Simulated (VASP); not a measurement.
## SnSe2: G0W0 quasiparticle levels with PBE

The system is SnSe2.

```
CELL_PARAMETERS angstrom
3.81100 0.00000 0.00000
-1.90550 3.30042 0.00000
0.00000 0.00000 6.13600
ATOMIC_POSITIONS crystal
Sn 0.00000 0.00000 0.00000
Se 0.66667 0.33333 0.75100
Se 0.33333 0.66667 0.24900
```

```
Program                         : VASP 6.6.1
Task                            : G0W0 quasiparticle levels
Functional                      : PBE
Potentials or basis             : VASP PAW PBE potentials, release 64 (Sn_d_GW, Se_GW)
Cutoff                          : 500 eV
k mesh                          : 4 × 4 × 2
Occupations                     : gaussian, width 0.01 eV
Spin                            : no spin polarisation
Ladder                          : free
GW scheme                       : G0W0
GW iterations                   : 1
Cutoff of the response function : 150
Frequency points                : 50
Empty bands                     : 322
Further INCAR settings          : ALGO = EVGW0; EDIFF = 1e-08; NBANDS = 335
```

- Band gap on the k mesh, mean-field level: 0.87 eV, indirect (least direct gap 1.08 eV)
- Quasiparticle gap: 1.43 eV
- Least direct quasiparticle gap: 1.74 eV

Levels at points of the mesh, in eV from the valence-band top:
```csv
k point,band 11,band 12,band 13,band 14,band 15,band 16
"(0.00, 0.00, 0.00)",-0.39,-0.39,0.00,1.08,2.93,4.63
"(0.50, 0.00, 0.00)",-2.68,-1.19,-0.30,1.15,3.79,5.45
"(0.00, 0.00, 0.50)",-0.79,-0.23,-0.23,2.44,2.91,4.36
"(0.50, 0.00, 0.50)",-1.99,-0.84,-0.69,0.87,4.26,4.84
```

Run time: 2.9 min on 4 MPI ranks on Intel(R) Xeon(R) Platinum 8488C (Sapphire Rapids), on a shared host, peak memory 0.94 GiB a rank.

Caveat: the k mesh is coarse (spacing up to 0.51 Å⁻¹), so the values aren't converged; bands, screening cutoff and mesh are small and nothing is extrapolated, so the quasiparticle values aren't converged; spin-orbit coupling is left out, which moves the levels of the heavy elements. A k mesh can miss the band edges.
